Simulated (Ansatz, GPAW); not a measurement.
# BN in line between two Al chains: relaxation, then transmission at several levels, part 3 of 4

Aim: the conductance of BN in line between two Al chains after relaxation, and whether geometry, basis or functional moves it most.

GPAW 26.7.0 and Ansatz 0.2.0; Ansatz plane waves; relaxation of the junction with the lead ends held (the session's first sound run).

So far, transmission at the Fermi level (one spin): step 3 (plane-wave reference (PBE)) 0.131. Also open channels of the lead at the Fermi level (one spin): step 3 2.

## Step 4: GPAW, dzp

The script solves lead and junction separately, takes H and S in the orbital basis, and joins semi-infinite leads through their self-energies; the dzp basis is the working standard.

This step: GPAW LCAO, PAW setups; Landauer transmission from Green's functions with principal layers (ASE), zero bias (GPAW 26.7.0).

Contents of run.py:

```python
import json
import numpy as np
from ase import Atoms
from ase.transport.calculators import TransportCalculator
from gpaw import GPAW, FermiDirac
from gpaw.lcao.tools import get_lcao_hamiltonian
from scipy.linalg import eigh

# The junction with lead layers at both ends, along the third cell vector
device = Atoms(
    ['Al', 'Al', 'Al', 'Al', 'Al', 'Al', 'Al', 'B', 'N', 'Al', 'Al', 'Al', 'Al', 'Al', 'Al', 'Al'],
    positions=[
        [4.50000, 4.50000, 1.20000],
        [4.50000, 4.50000, 3.60000],
        [4.50000, 4.50000, 6.00000],
        [4.50000, 4.50000, 8.40000],
        [4.50000, 4.50000, 10.80000],
        [3.93506, 3.73303, 13.19462],
        [4.71730, 4.65832, 15.46312],
        [4.51717, 4.35216, 17.59024],
        [4.53608, 4.32085, 18.87900],
        [4.40706, 4.50794, 20.65495],
        [5.25862, 3.46442, 23.03760],
        [4.50000, 4.50000, 25.34760],
        [4.50000, 4.50000, 27.74760],
        [4.50000, 4.50000, 30.14760],
        [4.50000, 4.50000, 32.54760],
        [4.50000, 4.50000, 34.94760]],
    cell=[[9.0, 0.0, 0.0], [0.0, 9.0, 0.0], [0.0, 0.0, 36.1476]],
    pbc=True)

# One principal layer of the lead: the first 4 atoms of the device
lead = Atoms(
    ['Al', 'Al', 'Al', 'Al'],
    positions=[
        [4.50000, 4.50000, 1.20000],
        [4.50000, 4.50000, 3.60000],
        [4.50000, 4.50000, 6.00000],
        [4.50000, 4.50000, 8.40000]],
    cell=[[9.0, 0.0, 0.0], [0.0, 9.0, 0.0], [0.0, 0.0, 9.6]],
    pbc=True)

settings = dict(mode='lcao', basis='dzp', xc='PBE', h=0.18,
                occupations=FermiDirac(0.1), maxiter=250,
                mixer=dict(beta=0.1, nmaxold=8, weight=100.0),
                convergence=dict(density=0.0001))
energies = np.arange(-2, 2 + 1e-9, 0.025)
eta = 0.0001
n1, n2 = 1, 1
# k and -k transmit alike, so half of the mesh across the current serves
mesh = [(i, j) for i in range(n1) for j in range(n2) if (i, j) <= (-i % n1, -j % n2)]
weights = np.array([1 if (i, j) == (-i % n1, -j % n2) else 2 for i, j in mesh]) / (n1 * n2)

# [... helper functions left out ...]
fermi_lead = ground_state(lead, (1, 1, 12), 'lead.txt')
fermi_device = ground_state(device, (1, 1, 2), 'device.txt')
# [... loop over the mesh left out, but for ...]
        # Shift the lead onto the potential of the device's first layer
        shift = ((H[:, 0, 0] - H0[:, 0, 0]) / S0[0, 0]).real.mean()
# [...]
kT = 8.617333e-5 * 300
bias = [0.1, 0.2, 0.5, 1.0, 1.5, 2.0]
# [... integrals and printing left out ...]
```

Command:

```console
$ OMP_NUM_THREADS=1 OPENBLAS_NUM_THREADS=1 python run.py
```

Numbers of over 12 decimals in the logs are rounded to 6 here.

The program printed:

```text
basis functions: device 208, principal layer 52
Fermi level: lead -3.1259 eV, device -3.0318 eV; lead shifted by 0.0122 eV
largest coupling past the next layer 2.45e-15 eV, largest misfit of the first layer 0.034 eV
  E-E_F (eV)   T (one spin)  channels
    -2.000    2.3148e-01    1.0000
    -1.975    2.3680e-01    1.0000
    -1.950    2.4127e-01    1.0000
    -1.925    2.4476e-01    1.0000
    -1.900    2.4716e-01    1.0000
    -1.875    2.4837e-01    1.0000
    -1.850    2.4833e-01    1.0000
    -1.825    2.4697e-01    1.0000
    -1.800    2.4426e-01    1.0000
    -1.775    2.4019e-01    1.0000
    -1.750    2.3474e-01    1.0000
    -1.725    2.2792e-01    1.0000
    -1.700    2.1974e-01    1.0000
    -1.675    2.1024e-01    1.0000
    -1.650    1.9944e-01    1.0000
    -1.625    1.8738e-01    1.0000
[...]
1.825    1.3666e+00    3.0000
     1.850    1.3600e+00    3.0000
     1.875    1.3522e+00    3.0000
     1.900    1.3434e+00    3.0000
     1.925    1.3339e+00    3.0000
     1.950    1.3237e+00    3.0000
     1.975    1.3131e+00    3.0000
     2.000    1.3024e+00    3.0000
conductance at 300 K: 0.14793 G0 a cell; thermopower -30.44 uV/K
current from the zero-bias T(E) at 0.1 V: 1.1507 uA
current from the zero-bias T(E) at 0.2 V: 2.3283 uA
current from the zero-bias T(E) at 0.5 V: 6.2447 uA
current from the zero-bias T(E) at 1.0 V: 14.682 uA
current from the zero-bias T(E) at 1.5 V: 27.247 uA
current from the zero-bias T(E) at 2.0 V: 45.98 uA
```

Run time: 2.3 min. Hardware: 1 thread of Arm Neoverse V1, shared host; peak memory 1.7 GiB.

This step gave:

```
conductance                                    : 0.1479 G₀
thermopower                                    : -30.44 μV/K
largest coupling past the next principal layer : 2.45e-15 eV
largest misfit of the first principal layer    : 0.03400 eV
shift that aligns the lead                     : 0.01221 eV
basis functions of the junction                : 208
basis functions of a principal layer           : 52
transmission at the Fermi level (one spin)     : 0.1464
```

One spin. Transmission, zone mean against energy, zero at the Fermi level:

```csv
energy (eV),"transmission, zone mean"
-2.000,0.231
-1.800,0.244
-1.600,0.174
-1.400,0.0491
-1.200,3.2e-10
-1.000,1.4e-11
-0.800,7.7e-12
-0.600,3.5e-10
-0.400,6.1e-9
-0.200,0.0498
0.000,0.146
0.200,0.296
0.400,0.440
0.600,0.615
0.800,0.865
1.000,1.09
1.200,1.15
1.400,1.26
1.600,1.36
1.725,1.38
1.800,1.37
2.000,1.30
```

Crossings of the lead's bands, unfolded to its shortest repeat. The open channels, zone mean by energy, zero at the Fermi level:

| energy (eV) | open channels, zone mean |
| --- | --- |
| -2.000 | 1 |
| -1.800 | 1 |
| -1.600 | 1 |
| -1.400 | 1 |
| -1.200 | 0 |
| -1.000 | 0 |
| -0.800 | 0 |
| -0.600 | 0 |
| -0.400 | 0 |
| -0.200 | 2 |
| 0.000 | 2 |
| 0.200 | 2 |
| 0.400 | 2 |
| 0.600 | 2 |
| 0.800 | 2 |
| 1.000 | 3 |
| 1.200 | 3 |
| 1.400 | 3 |
| 1.600 | 3 |
| 1.800 | 3 |
| 2.000 | 3 |

Not self-consistent under bias; the bias window is split evenly. The current through one cell, from the zero-bias transmission by bias:

```
bias (V)  current through one cell, from the zero-bias transmission (μA)
   0.100                                                            1.15
   0.200                                                            2.33
   0.500                                                            6.24
   1.000                                                            14.7
   1.500                                                            27.2
   2.000                                                            46.0
```

Transmission of the three most open eigenchannels against energy, zero at the Fermi level:

```
energy (eV)  channel 1  channel 2  channel 3
     -2.000      0.231          0          0
     -1.900      0.247          0          0
     -1.800      0.244          0          0
     -1.700      0.220          0          0
     -1.600      0.174          0          0
     -1.500      0.112          0          0
     -1.400     0.0491          0          0
     -1.300    0.00437          0          0
     -1.200    3.2e-10          0          0
     -1.100    4.1e-11          0          0
     -1.000    1.3e-11          0          0
     -0.900    7.8e-12          0          0
     -0.800    7.6e-12          0          0
     -0.700    1.6e-11          0          0
     -0.600    3.5e-10          0          0
     -0.500    6.4e-10          0          0
     -0.400     5.9e-9    2.0e-10          0
     -0.300     0.0185    0.00390          0
     -0.200     0.0356     0.0142          0
     -0.100     0.0606     0.0313          0
      0.000     0.0956     0.0508          0
      0.100      0.143     0.0723          0
      0.200      0.195      0.101          0
      0.300      0.230      0.142          0
      0.400      0.242      0.198          0
      0.500      0.292      0.226          0
      0.600      0.381      0.234          0
      0.700      0.477      0.252    2.2e-12
      0.800      0.578      0.287    9.0e-12
      0.900      0.675      0.345    1.7e-10
      1.000      0.652      0.439     7.6e-4
      1.100      0.605      0.509    0.00211
      1.200      0.605      0.545    0.00396
      1.300      0.677      0.522    0.00666
      1.400      0.752      0.499     0.0107
      1.500      0.818      0.482     0.0166
      1.600      0.862      0.470     0.0252
      1.700      0.876      0.464     0.0370
      1.800      0.857      0.464     0.0514
      1.900      0.807      0.470     0.0660
      2.000      0.742      0.484     0.0766
```

At the Fermi level T is 0.146 against 0.131 in plane waves. Couplings past the next layer reach 2.4e-15 eV, small enough to drop; the matrix elements of the cell's first layer differ from the bulk lead's by up to 0.034 eV. That layer keeps its own values in the calculation, and only beyond it is the lead taken as perfect. The Fermi levels of lead and junction count from different zeros of potential, one for each periodic cell; with both set to zero, the small remaining shift is what aligns them. By hand: G = 0.1479 × 77.48 μS = 11.5 μS, a resistance of 87.2 kΩ; at 0.1 V a linear junction would pass 1.15 μA, and the integral over the bias window gives 1.15 μA. Mott's formula, S = -(π²/3)(k_B²T/e) d ln T/dE, has the prefactor 7.33 μV/K·eV at 300 K; T = 0.1316 at -0.025 eV and 0.1621 at 0.025 eV give a slope of 4.17 per eV and S = -30.6 μV/K, beside -30.4 μV/K from the thermal integral, which interpolates the same grid.

## Step 5: Single-zeta polarised basis

One radial function a shell plus polarisation makes the matrices smaller; the question is what that costs.

Changes to run.py since step 4:

```diff
@@ -42,3 +42,3 @@
 
-settings = dict(mode='lcao', basis='dzp', xc='PBE', h=0.18,
+settings = dict(mode='lcao', basis='szp(dzp)', xc='PBE', h=0.18,
                 occupations=FermiDirac(0.1), maxiter=250,
```

The program printed:

```text
basis functions: device 144, principal layer 36
Fermi level: lead -3.5822 eV, device -3.4212 eV; lead shifted by 0.0192 eV
largest coupling past the next layer 1.49e-15 eV, largest misfit of the first layer 0.040 eV
  E-E_F (eV)   T (one spin)  channels
    -2.000    2.2361e-01    1.0000
    -1.975    2.2514e-01    1.0000
    -1.950    2.2553e-01    1.0000
[...]
1.975    1.4269e+00    3.0000
     2.000    1.4209e+00    3.0000
conductance at 300 K: 0.13294 G0 a cell; thermopower -31.84 uV/K
current from the zero-bias T(E) at 0.1 V: 1.0339 uA
current from the zero-bias T(E) at 0.2 V: 2.091 uA
current from the zero-bias T(E) at 0.5 V: 5.6246 uA
current from the zero-bias T(E) at 1.0 V: 13.502 uA
current from the zero-bias T(E) at 1.5 V: 26.222 uA
current from the zero-bias T(E) at 2.0 V: 45.382 uA
```

Run time: 2.1 min. Hardware: 1 thread; peak memory 1.7 GiB.

Numbers from this step:

```yaml
conductance: 0.1329 G₀
thermopower: -31.84 μV/K
largest_coupling_past_the_next_principal_layer: 1.49e-15 eV
largest_misfit_of_the_first_principal_layer: 0.03969 eV
shift_that_aligns_the_lead: 0.01916 eV
basis_functions_of_the_junction: 144
basis_functions_of_a_principal_layer: 36
transmission_at_the_fermi_level_one_spin: 0.1317
```

One spin. Transmission, zone mean against energy, zero at the Fermi level:

```
energy (eV)  transmission, zone mean
     -2.000                    0.224
     -1.800                    0.201
     -1.600                    0.102
     -1.400                  0.00793
     -1.200                  4.4e-11
     -1.000                  6.1e-12
     -0.800                  6.2e-12
     -0.600                   2.4e-8
     -0.400                  1.2e-10
     -0.200                   0.0391
      0.000                    0.132
      0.200                    0.273
      0.400                    0.414
      0.600                    0.609
      0.800                    0.965
      1.000                     1.06
      1.200                     1.15
      1.400                     1.28
      1.600                     1.39
      1.800                     1.44
      2.000                     1.42
```

The conductance, 0.133 G₀, lies 10 % below that of the dzp run.

## Step 6: Minimal basis

One function for each valence shell of the setup, as for a first survey of a large system.

Changes to run.py since step 5:

```diff
@@ -42,3 +42,3 @@
 
-settings = dict(mode='lcao', basis='szp(dzp)', xc='PBE', h=0.18,
+settings = dict(mode='lcao', basis='sz(dzp)', xc='PBE', h=0.18,
                 occupations=FermiDirac(0.1), maxiter=250,
```

The program printed:

```text
basis functions: device 64, principal layer 16
Fermi level: lead -3.8293 eV, device -3.6029 eV; lead shifted by 0.0260 eV
largest coupling past the next layer 9.49e-16 eV, largest misfit of the first layer 0.050 eV
  E-E_F (eV)   T (one spin)  channels
    -2.000    3.0051e-01    1.0000
    -1.975    3.0127e-01    1.0000
    -1.950    2.9934e-01    1.0000
[...]
1.975    1.5188e+00    3.0000
     2.000    1.5158e+00    3.0000
conductance at 300 K: 0.15781 G0 a cell; thermopower -28.63 uV/K
current from the zero-bias T(E) at 0.1 V: 1.2263 uA
current from the zero-bias T(E) at 0.2 V: 2.4741 uA
current from the zero-bias T(E) at 0.5 V: 6.5775 uA
current from the zero-bias T(E) at 1.0 V: 15.648 uA
current from the zero-bias T(E) at 1.5 V: 30.968 uA
current from the zero-bias T(E) at 2.0 V: 52.31 uA
```

The job ended after 72 s (1 thread; peak memory 1.5 GiB).

This step gave:

```
conductance                                    : 0.1578 G₀
thermopower                                    : -28.63 μV/K
largest coupling past the next principal layer : 9.49e-16 eV
largest misfit of the first principal layer    : 0.04988 eV
shift that aligns the lead                     : 0.02602 eV
basis functions of the junction                : 64
basis functions of a principal layer           : 16
transmission at the Fermi level (one spin)     : 0.1567
```

One spin. The transmission, zone mean by energy, zero at the Fermi level:

```csv
energy (eV),"transmission, zone mean"
-2.000,0.301
-1.900,0.286
-1.800,0.204
-1.700,2.0e-7
-1.600,3.7e-10
-1.500,3.7e-11
-1.400,8.5e-12
-1.300,3.1e-12
-1.200,1.6e-12
-1.100,1.0e-12
-1.000,0
-0.900,1.1e-12
-0.800,2.3e-12
-0.700,1.4e-11
-0.600,3.4e-10
-0.500,7.9e-9
-0.400,2.0e-8
-0.300,0.0278
-0.200,0.0544
-0.100,0.100
0.000,0.157
0.100,0.224
0.200,0.305
0.300,0.389
0.400,0.470
0.500,0.572
0.600,0.715
0.700,0.959
0.800,1.06
0.900,1.12
1.000,1.17
1.100,1.21
1.200,1.26
1.300,1.30
1.400,1.36
1.500,1.41
1.600,1.45
1.700,1.49
1.800,1.51
1.900,1.52
2.000,1.52
```

The conductance, 0.158 G₀, lies 6.7 % above that of the dzp run.

## Step 7: revPBE in the dzp basis: xc = "revPBE"

Back in the dzp basis, the functional changes from PBE to revPBE, to set the spread between functionals beside that between bases.

Changes to run.py since step 6:

```diff
@@ -42,3 +42,3 @@
 
-settings = dict(mode='lcao', basis='sz(dzp)', xc='PBE', h=0.18,
+settings = dict(mode='lcao', basis='dzp', xc='revPBE', h=0.18,
                 occupations=FermiDirac(0.1), maxiter=250,
```

The program printed:

```text
basis functions: device 208, principal layer 52
Fermi level: lead -3.0756 eV, device -2.9790 eV; lead shifted by 0.0111 eV
largest coupling past the next layer 1.83e-15 eV, largest misfit of the first layer 0.033 eV
  E-E_F (eV)   T (one spin)  channels
    -2.000    2.3156e-01    1.0000
    -1.975    2.3673e-01    1.0000
    -1.950    2.4105e-01    1.0000
[...]
1.975    1.2809e+00    3.0000
     2.000    1.2697e+00    3.0000
conductance at 300 K: 0.14098 G0 a cell; thermopower -30.48 uV/K
current from the zero-bias T(E) at 0.1 V: 1.0972 uA
current from the zero-bias T(E) at 0.2 V: 2.2228 uA
current from the zero-bias T(E) at 0.5 V: 6.0053 uA
current from the zero-bias T(E) at 1.0 V: 14.284 uA
current from the zero-bias T(E) at 1.5 V: 26.566 uA
current from the zero-bias T(E) at 2.0 V: 44.664 uA
```

The job ended after 2.4 min (1 thread; peak memory 1.7 GiB).

Numbers from this step:

| Item | Value |
| --- | --- |
| conductance | 0.1410 G₀ |
| thermopower | -30.48 μV/K |
| largest coupling past the next principal layer | 1.83e-15 eV |
| largest misfit of the first principal layer | 0.03345 eV |
| shift that aligns the lead | 0.01106 eV |
| basis functions of the junction | 208 |
| basis functions of a principal layer | 52 |
| transmission at the Fermi level (one spin) | 0.1394 |

The conductance, 0.141 G₀, lies 4.7 % below that of the dzp run.

## Step 8: Without the relaxation: geometry = "as built"

The dzp basis with PBE on the structure as first built shows what the relaxation was worth.

Changes to run.py since step 7:

```diff
@@ -17,8 +17,8 @@
         [4.50000, 4.50000, 10.80000],
-        [3.93506, 3.73303, 13.19462],
-        [4.71730, 4.65832, 15.46312],
-        [4.51717, 4.35216, 17.59024],
-        [4.53608, 4.32085, 18.87900],
-        [4.40706, 4.50794, 20.65495],
-        [5.25862, 3.46442, 23.03760],
+        [4.50000, 4.50000, 13.20000],
+        [4.50000, 4.50000, 15.60000],
+        [4.50000, 4.50000, 17.53630],
+        [4.50000, 4.50000, 18.81630],
+        [4.50000, 4.50000, 20.54760],
+        [4.50000, 4.50000, 22.94760],
         [4.50000, 4.50000, 25.34760],
@@ -42,3 +42,3 @@
 
-settings = dict(mode='lcao', basis='dzp', xc='revPBE', h=0.18,
+settings = dict(mode='lcao', basis='dzp', xc='PBE', h=0.18,
                 occupations=FermiDirac(0.1), maxiter=250,
```

The program printed:

```text
basis functions: device 208, principal layer 52
Fermi level: lead -3.1259 eV, device -3.0883 eV; lead shifted by -0.0055 eV
largest coupling past the next layer 2.45e-15 eV, largest misfit of the first layer 0.017 eV
  E-E_F (eV)   T (one spin)  channels
    -2.000    2.2045e-02    1.0000
    -1.975    2.1361e-02    1.0000
    -1.950    2.0673e-02    1.0000
[...]
1.975    1.3769e+00    3.0000
     2.000    1.3792e+00    3.0000
conductance at 300 K: 1.3406 G0 a cell; thermopower -0.6788 uV/K
current from the zero-bias T(E) at 0.1 V: 10.353 uA
current from the zero-bias T(E) at 0.2 V: 20.505 uA
current from the zero-bias T(E) at 0.5 V: 48.291 uA
current from the zero-bias T(E) at 1.0 V: 78.339 uA
current from the zero-bias T(E) at 1.5 V: 98.952 uA
current from the zero-bias T(E) at 2.0 V: 121.04 uA
```

It took 2.2 min on 1 thread; peak memory 1.7 GiB.

Numbers from this step:

```
conductance                                    : 1.341 G₀
largest coupling past the next principal layer : 2.45e-15 eV
largest misfit of the first principal layer    : 0.01704 eV
shift that aligns the lead                     : -0.005488 eV
transmission at the Fermi level (one spin)     : 1.353
```

One spin. Table of transmission, zone mean by energy, zero at the Fermi level:

```
energy (eV)  transmission, zone mean
     -2.000                   0.0220
     -1.900                   0.0193
     -1.800                   0.0165
     -1.700                   0.0135
     -1.600                   0.0105
     -1.500                  0.00721
     -1.400                  0.00371
     -1.300                   1.6e-8
     -1.200                  2.4e-11
     -1.100                  4.0e-12
     -1.000                  1.7e-12
     -0.900                  1.2e-12
     -0.800                        0
     -0.700                        0
     -0.600                        0
     -0.500                  2.4e-12
     -0.400                   0.0659
     -0.300                    0.887
     -0.200                     1.10
     -0.100                     1.29
      0.000                     1.35
      0.100                     1.31
      0.200                     1.23
      0.300                     1.15
      0.400                     1.09
      0.500                     1.07
      0.600                     1.06
      0.700                     1.06
      0.800                     1.08
      0.900                     1.09
      1.000                     1.26
      1.100                     1.27
      1.200                     1.28
      1.300                     1.29
      1.400                     1.31
      1.500                     1.32
      1.600                     1.33
      1.700                     1.35
      1.800                     1.36
      1.900                     1.37
      2.000                     1.38
```

The conductance, 1.34 G₀, lies a factor of 9.1 above that of the dzp run.

## Step 9: All levels side by side

Times are wall times on the hardware named with each run. Results by setting:

```
no.         run  conductance (G₀)     time  memory (GiB)
  1      pw PBE            0.1322     44 s           2.2
  2         dzp            0.1479  2.3 min           1.7
  3         szp            0.1329  2.1 min           1.7
  4          sz            0.1578     72 s           1.5
  5  dzp revPBE            0.1410  2.4 min           1.7
  6     asbuilt             1.341  2.2 min           1.7
```

(Continued in part 4 of 4.)

[Logs are printed without paths, hosts, clocks, repeated set-up lines and the standing remarks that a program may print on its own settings, such as how far it seeks lower states.]

[Hosts, paths, dates, database ids (printed as entryN), source tags and the programs' standing remarks are cut or masked in the printed files.]
